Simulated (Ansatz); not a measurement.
A (010) slab of ZrSi2 (Cmcm (No. 63)), 11 planes, outer planes Si (top) and Si (bottom), with 14 atoms (Zr4Si10) in a surface cell of A = 13.632 Å², as cut from the bulk:

```xyz
14
Lattice="3.6791 0.0000 0.0000 0.0000 3.7052 0.0000 0.0000 0.0000 29.7973" Properties=species:S:1:pos:R:3 pbc="T T T"
Si    0.9198    1.8526    7.5000
Si    2.7593    0.0000    7.5092
Zr    2.7593    1.8526    9.6440
Si    0.9198    0.0000   10.4164
Si    2.7593    0.0000   11.9869
Zr    0.9198    1.8526   12.7593
Si    0.9198    0.0000   14.8940
Si    2.7593    1.8526   14.9032
Zr    2.7593    0.0000   17.0380
Si    0.9198    1.8526   17.8104
Si    2.7593    1.8526   19.3809
Zr    0.9198    0.0000   20.1533
Si    0.9198    1.8526   22.2880
Si    2.7593    0.0000   22.2973
```

Method: DFT PBE, scalar-relativistic, plane waves, PAW in Ansatz. Cutoff 420 eV; k points 9×9×1 on the computed 14-atom cell (Γ-centred); Gaussian smearing, width 0.10 eV; no spin polarisation.

The relaxed slab holds 4 formula units of ZrSi$_{2}$ and 2 further Si. Against those formula units in the bulk and the further Si in its standard state it lies 3.120 eV higher. The formation energy of ZrSi$_{2}$ from the standard states is -1.996 eV a formula unit (uncorrected, no zero-point or thermal terms).

**Question.** Over what range can the chemical potential of Si vary, and what is the surface energy at both ends?

**Answer.** In contact with the bulk, 2μ(Si) + μ(Zr) is fixed. With Δμ counted from the standard states, Δμ(Si) ≤ 0 keeps elemental Si from forming, and Δμ(Zr) ≤ 0 requires Δμ(Si) ≥ ΔH/2 = -0.998 eV. Other compounds of Si and Zr can narrow this range. Then γ, the mean of both faces, = [3.120 eV − 2.00·Δμ(Si)]/(2A). At the Si-rich end (Δμ = 0): 3.120/(2 × 13.632) × 16.02 = 1.83 J/m². At the Si-poor end: (3.120 + 1.996)/(2 × 13.632) × 16.02 = 3.01 J/m².

**Question.** How does its energy depend on growth conditions?

**Answer.** It carries an excess of Si, so its energy falls by 1.18 J/m² for each eV that μ(Si) rises: Si-rich conditions lower it; whether it appears depends on the other terminations.